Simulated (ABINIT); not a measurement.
**Sb in ABINIT: convergence with cutoff**

Input of the first run (cutoff 8 Ha); the others differ in this setting and in those tied to it:

Contents of run.abi:

```
pp_dirpath "./"
pseudos "Sb.LDA_PW-JTH_sp.xml"

acell 3*1.0
rprim
    -2.9792291705     2.9792291705     5.1248209020
     2.9792291705    -2.9792291705     5.1248209020
     2.9792291705     2.9792291705    -5.1248209020
ntypat 1
znucl 51
natom 1
typat 1
xred
     0.0000000000     0.0000000000     0.0000000000

ecut 217.691090 eV
pawecutdg 54.0

kptopt 1
ngkpt 12 12 12
nshiftk 1
shiftk 0.0 0.0 0.0

ixc 7

nband 7
occopt 4
tsmear 0.00183747

nstep 100
tolvrs 1.0e-9

iomode 3
prtwf 0
prtden 0
prteig 0
prtebands 0
```

Potentials or basis: JTH PAW LDA v2.0 sp.

Launch:

```bash
$ abinit run.abi > log 2>&1
```

This isn't the form of Sb at room conditions, which is rhombohedral.

Hardware: 1 thread of AMD EPYC 9R45 96-Core Processor (Zen 5), on a shared host.

The values tried are 8 Ha, 10 Ha, 12 Ha, 14 Ha, 17 Ha, 20 Ha, 23 Ha, 27 Ha, 32 Ha, loosest first. From which on does the energy stay within 1 meV/atom of the tightest run that finished?

From 23 Ha on.

```
cutoff  energy less the tightest run (meV/atom)  pressure (GPa)  SCF cycles  CPU time (s)  peak memory (GiB)
  8 Ha                                    22.46           -2.11           7           2.7               0.09
 10 Ha                                    16.24           -2.17           8           3.9               0.09
 12 Ha                                     9.23           -2.26           8           5.7               0.09
 14 Ha                                     4.42           -2.28           7           5.5               0.09
 17 Ha                                     1.78           -2.25           7           7.4                0.1
 20 Ha                                     1.28           -2.24           8            12               0.11
 23 Ha                                     0.81           -2.25           8            13               0.12
 27 Ha                                     0.21           -2.26           8            15               0.13
 32 Ha                                     0.00           -2.25           8            20               0.15
```

Against the tightest run, the pressure stays within 0.1 GPa from 10 Ha on. The tightest run that finished is the yardstick and may itself not be fully converged.

Caveat, for the tightest run too: this set keeps more shells in the core, which shifts pressures and gaps. The run has no spin-orbit coupling, so splittings on Sb are missing.
